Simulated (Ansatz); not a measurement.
Take a crystal in which Na has been replaced by Li on all its sites, with the cell rescaled by a rough guess (in some cases also distorted within its space group) and nothing relaxed:

```
Li
1.0
     5.99114    0.00000    0.00000
     0.00000    5.99114    0.00000
     0.00000    0.00000    5.99114
Li
1
Direct
  0.00000 0.00000 0.00000
```

All numbers below come from DFT PBE, scalar-relativistic, plane waves, PAW in Ansatz.

Plane waves to 420 eV, a k mesh through Γ of 8×8×8 on the computed 1-atom cell and Gaussian smearing (0.10 eV); no spin polarisation.

(1) Will this cell want to expand or contract, and how hard?

(2) Is it a metal on this mesh?

## Answers

(1) The pressure is -0.4 GPa (positive in compression), so the cell would contract.

(2) Yes, a band crosses the Fermi level.

This simple cubic form isn't the element's structure at ambient conditions.